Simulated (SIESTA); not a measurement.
SnO under changes of volume

One of the cells (17.769 Å³/atom); the others are scaled copies at fixed shape and fractional positions:

```
Sn O
1.0
     3.81370    0.00000    0.00000
     0.00000    3.81370    0.00000
     0.00000    0.00000    4.88691
Sn O
2 2
Direct
  0.50000 0.00000 0.76463
  0.00000 0.50000 0.23537
  0.00000 0.00000 0.00000
  0.50000 0.50000 0.00000
```

The cell is a database's computed one.

```yaml
Program: SIESTA 5.4.2
Functional: LDA
Potentials_or_basis: PseudoDojo 0.4 standard (LDA files)
Basis: DZP (energy shift 0.003 Ry; two zetas on semicore shells)
Grid_cutoff: 800 Ry
Energy_shift: 0.003 Ry
k_mesh: 7 × 7 × 6
Occupations: fermi-dirac, width 0.05 eV
Spin: no spin polarisation
```

```csv
volume (Å³/atom),energy over the lowest point (meV/atom),pressure (GPa),gap on the mesh (eV),largest force (eV/Å)
16.703,19.46,6.7,0.24,1.333
17.058,7.58,4.0,0.31,0.962
17.414,1.28,1.7,0.38,0.621
17.769,0.00,-0.5,0.45,0.308
18.125,3.15,-2.3,0.51,0.015
18.480,10.31,-4.1,0.57,0.256
18.835,?,?,?,?
```

Q: What does the run at 18.835 Å³/atom give?

A: Energy over the lowest point 21.01 meV/atom; pressure -5.5 GPa; gap on the mesh 0.63 eV; largest force 0.507 eV/Å.

Worked out: A Birch-Murnaghan fit of order 3 (a polynomial in V^(-2/3)) to the other rows has its minimum at 17.69 Å³/atom with B0 = V·E''(V) = 103 GPa and B' = 4.6 at fixed shape and positions, which overstates the stiffness. It gives 21.00 meV/atom at 18.835 Å³/atom, against the run's 21.01, and -dE/dV = -5.6 GPa, against -5.5. A straight line through the other rows of the gap, of slope 3.28 eV per unit of ln V, extrapolates to 0.64 eV, against the run's 0.63.

Energies are extrapolated to zero smearing.

Caveats: spin-orbit coupling is left out, which moves the levels of the heavy elements; an odd mesh through Γ misses points on the zone boundary, where band edges often lie; the basis of atomic orbitals isn't converged, which shifts pressures, moduli and gaps; forces of over 1 eV/Å show positions far from the minimum, so gaps and moduli don't describe the material at rest (some runs).
